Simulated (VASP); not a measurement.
A VASP 6.6.1 single-point calculation on SnTe

INCAR

```
SIGMA = 0.02
NSW = 0
NBANDS = 17
PREC = Single
GGA = PE
EDIFF = 1E-7
LWAVE = .FALSE.
LCHARG = .FALSE.
IBRION = -1
ISMEAR = -1
LASPH = .TRUE.
LREAL = .FALSE.
ISIF = 2
NELM = 88
ENCUT = 700
```

KPOINTS

```
KPOINTS created by Atomic Simulation Environment
0
Gamma
8 8 8
0 0 0
```

POSCAR

```
Sn Te
 1.0000000000000000
     0.0000000000000000    3.3169035593000000    3.1798978251999999
     3.3169035593000000    0.0000000000000000    3.1798978251999999
     3.3169035593000000    3.3169035593000000    0.0000000000000000
 Sn  Te
   1   1
Cartesian
  0.0000000000000000  0.0000000000000000  0.0000000000000000
  3.3169035592999996  3.3169035592999996  3.1798978251999994
```

The recommended PBE PAW datasets give the neutral cell 20 valence electrons.

Command

```
mpirun -np 1 vasp_std
```

OSZICAR

```
N       E                     dE             d eps       ncg     rms          rms(c)
DAV:   1     0.139224811530E+03    0.13922E+03   -0.10986E+04  2011   0.159E+03
DAV:   2     0.625175168920E+01   -0.13297E+03   -0.12945E+03  2086   0.380E+02
DAV:   3    -0.717403797658E+01   -0.13426E+02   -0.13289E+02  2541   0.980E+01
DAV:   4    -0.759103009911E+01   -0.41699E+00   -0.41650E+00  2320   0.176E+01
DAV:   5    -0.760674899269E+01   -0.15719E-01   -0.15718E-01  3083   0.341E+00    0.355E+00
DAV:   6    -0.751096696072E+01    0.95782E-01   -0.23373E-01  2594   0.285E+00    0.220E+00
DAV:   7    -0.751121735294E+01   -0.25039E-03   -0.66409E-02  2413   0.113E+00    0.900E-01
DAV:   8    -0.751264899518E+01   -0.14316E-02   -0.81481E-03  2400   0.726E-01    0.142E-01
DAV:   9    -0.751264173912E+01    0.72561E-05   -0.12137E-03  2692   0.278E-01    0.487E-02
DAV:  10    -0.751266711486E+01   -0.25376E-04   -0.15621E-04  2460   0.869E-02    0.271E-02
DAV:  11    -0.751267775394E+01   -0.10639E-04   -0.39016E-05  2505   0.398E-02    0.186E-02
DAV:  12    -0.751267795652E+01   -0.20258E-06   -0.21224E-06  2562   0.108E-02    0.109E-02
DAV:  13    -0.751267741488E+01    0.54164E-06   -0.29443E-07  2409   0.366E-03    0.490E-03
DAV:  14    -0.751267733008E+01    0.84804E-07   -0.32378E-07  1999   0.472E-03
   1 F= -.75126773E+01 E0= -.75126360E+01  d E =-.826548E-04
```

Standard output (part)

```
POSCAR found type information on POSCAR SnTe
 POSCAR found :  2 types and       2 ions
 LDA part: xc-table for (Slater+PW92), standard interpolation
 POSCAR, INCAR and KPOINTS ok, starting setup
 WAVECAR not read
 entering main loop
```

From OUTCAR

```
k-points           NKPTS =     59   k-points in BZ     NKDIM =     59   number of bands    NBANDS=     17

   NELECT =      20.0000    total number of electrons

   dimension x,y,z NGX =    40 NGY =   40 NGZ =   40
   dimension x,y,z NGXF=    40 NGYF=   40 NGZF=   40

  energy-cutoff  :      700.00
  volume of cell :       69.97
      direct lattice vectors                 reciprocal lattice vectors
     0.000000000  3.316903559  3.179897825    -0.150743002  0.150743002  0.157237757
     3.316903559  0.000000000  3.179897825     0.150743002 -0.150743002  0.157237757
     3.316903559  3.316903559  0.000000000     0.150743002  0.150743002 -0.157237757

 k-points in reciprocal lattice and weights: KPOINTS created by Atomic Simulation Env
   0.00000000  0.00000000  0.00000000       0.002
   0.12500000  0.00000000  0.00000000       0.016
   0.25000000  0.00000000  0.00000000       0.016
   0.37500000  0.00000000  0.00000000       0.016
   0.50000000  0.00000000  0.00000000       0.008
   0.12500000  0.12500000  0.00000000       0.004
   0.25000000  0.12500000  0.00000000       0.016
   0.37500000  0.12500000  0.00000000       0.016
   ...

 E-fermi :   5.6061

 k-point     1 :       0.0000    0.0000    0.0000
  band No.  band energies     occupation
      1     -16.2704      2.00000
      2     -16.2703      2.00000
      3     -16.2533      2.00000
      4     -16.2533      2.00000
      5     -16.2494      2.00000
      6      -6.4074      2.00000
      7       0.5560      2.00000
      8       3.4887      2.00000
      9       3.9230      2.00000
     10       3.9230      2.00000
     11       8.4297      0.00000
     12       8.4298      0.00000
     13       9.3760      0.00000
     14      10.4886      0.00000
     15      10.4886      0.00000
     16      10.7702      0.00000
     17      12.1688      0.00000

 k-point     2 :       0.1250    0.0000    0.0000
  band No.  band energies     occupation
      1     -16.2705      2.00000
      2     -16.2701      2.00000
      3     -16.2530      2.00000
      4     -16.2528      2.00000
      5     -16.2497      2.00000
      6      -6.2977      2.00000
      7       0.0817      2.00000
      8       3.6358      2.00000
      9       3.9237      2.00000
     10       4.1315      2.00000
     11       7.8843      0.00000
     12       7.9175      0.00000
     13       8.7308      0.00000
     14      10.5119      0.00000
     15      10.8004      0.00000
     16      10.9572      0.00000
     17      12.9583      0.00000

 k-point     3 :       0.2500    0.0000    0.0000
  band No.  band energies     occupation
      1     -16.2709      2.00000
      2     -16.2695      2.00000
      3     -16.2525      2.00000
      4     -16.2514      2.00000
      5     -16.2503      2.00000
      6      -5.9936      2.00000
      7      -0.8812      2.00000
      8       3.8199      2.00000
      9       3.9458      2.00000
     10       4.6163      2.00000
     11       6.9480      0.00000
     12       7.0366      0.00000
     13       7.6365      0.00000
     14      10.8783      0.00000
     15      11.6664      0.00000
     16      11.7095      0.00000
     17      14.7021      0.00000

 ...

  Total       -1.4080998     -1.4080998      0.2893187      0.0000000     -0.0000000      0.0000000
  in kB      -32.2429789    -32.2429789      6.6248844      0.0000000     -0.0000000      0.0000000
  external PRESSURE =     -19.2870244 kB  Pullay stress =       0.0000000 kB

 POSITION                                       TOTAL-FORCE (eV/Angst)
 -----------------------------------------------------------------------------------
      0.00000      0.00000      0.00000        -0.000000      0.000000      0.000000
      3.31690      3.31690      3.17990         0.000000     -0.000000      0.000000
 -----------------------------------------------------------------------------------
    total drift:                                0.000000     -0.000000      0.000000

  FREE ENERGIE OF THE ION-ELECTRON SYSTEM (eV)
  ---------------------------------------------------
  free  energy   TOTEN  =        -7.5126773301 eV

  energy  without entropy=       -7.5125946753  energy(sigma->0) =       -7.51263600
```

It converged. Results: gap between bands v and c on the k mesh 0.14 eV; least direct gap on the k mesh 0.14 eV; pressure -1.9 GPa. Band v is the last that the valence electrons fill when counted band by band, and c is the next.

For comparison, a separate PBE run of the intended cell, on usual settings and not on those above, gives a gap of 0.14 eV on its mesh and a pressure of -2.0 GPa.

The run above took about 1.7 min on one core of a shared host (Intel Xeon Platinum 8488C) and held 0.23 GiB at most.
